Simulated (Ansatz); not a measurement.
**SiO2 under compression: one row to predict**

It was relaxed at this level from a cell as deposited in COD.

These are results of Ansatz, DFT PBE, scalar-relativistic, plane waves, PAW, not measurements. Cutoff 420 eV, Γ-centred 6×6×6 mesh (6-atom cell), Gaussian smearing of 0.02 eV, no spin polarisation.

```
Si O
1.0
    -2.51375    2.51375    3.68946
     2.51375   -2.51375    3.68946
     2.51375    2.51375   -3.68946
Si O
2 4
Direct
  0.00000 0.00000 0.00000
  0.75000 0.25000 0.50000
  0.96689 0.62500 0.84189
  0.37500 0.21689 0.34189
  0.78311 0.12500 0.15811
  0.87500 0.03311 0.65811
```

The cell was set to several volumes, with shape and atoms relaxed at each where symmetry leaves them free. Pressure is positive in compression, and energies count from the lowest row.

| row | V (Å³/atom) | P (GPa) | ΔE (meV/atom) | gap on mesh (eV) |
| --- | --- | --- | --- | --- |
| 1 | 13.677 | 3.59 | 19.4 | 6.16 |
| 2 | 14.143 | 2.57 | 10.6 | 6.05 |
| 3 | 14.610 | ? | ? | ? |
| 4 | 15.076 | 0.82 | 1.2 | 5.84 |
| 5 | 15.542 | 0.00 | 0.0 | 5.73 |
| 6 | 16.009 | -0.68 | 1.0 | 5.63 |
| 7 | 16.475 | -1.31 | 3.8 | 5.53 |
| 8 | 17.096 | -2.15 | 10.5 | 5.40 |

Question: Find B = −V·ΔP/ΔV from rows 4 and 6 and from rows 1 and 2, and from the two its slope B′ and its value B0 at zero pressure.

Answer: Rows 4 and 6 give −(15.076 + 16.009)/2 × (-0.68 − (0.82))/(16.009 − 15.076) = 25.0 GPa at a mean pressure of 0.07 GPa. Rows 1 and 2 give −(13.677 + 14.143)/2 × (2.57 − (3.59))/(14.143 − 13.677) = 30.4 GPa at a mean pressure of 3.08 GPa. So B′ = (30.4 − 25.0)/(3.08 − (0.07)) = 1.79 and B0 = 25.0 − 1.79 × (0.07) = 24.9 GPa. A third-order Birch–Murnaghan fit to all the energies gives B0 = 24.3 GPa and B′ = 2.1.

Question: Estimate the pressure and energy of row 3.

Answer: From row 5, V0 = 15.542 × (1 + (0.00)/24.9) = 15.542 Å³/atom. Murnaghan's form P = (B0/B′)·[(V0/V)^B′ − 1] gives (24.9/1.79) × [(15.542/14.610)^1.79 − 1] = 1.63 GPa; the computed pressure is 1.64 GPa, so the estimate is off by -0.01 GPa. The work of compression from row 4, with the mean of the two pressures, gives ΔE = 1.2 + (1.63 + 0.82)/2 × (15.076 − 14.610)/160.2 × 1000 = 4.8 meV/atom (1 eV/Å³ = 160.2 GPa); the computed value is 4.6 meV/atom.

Question: Fit the gap against pressure through the other rows and estimate it at the computed pressure of row 3.

Answer: Over the 7 rows the mean pressure is 0.4057 GPa and the mean gap is 5.763 eV. The sums of products of deviations are S_xx = 25.81 and S_xy = 3.402, so the slope is 3.402/25.81 = 0.1318 (r = 1.00, rms misfit 0.02 eV). At 1.64 GPa the line gives 5.763 + (0.1318) × (1.64 − 0.4057) = 5.93 eV. The computed value is 5.94 eV, so the line is off by -0.01 eV, no more than the largest miss among the fitted rows (0.03 eV).

Kohn–Sham gaps at this level usually fall short of measured ones. All volumes keep the k mesh of the relaxed cell. A later test with randomly moved atoms came back to the same energy, though modes that don't fit the test's cell weren't probed.
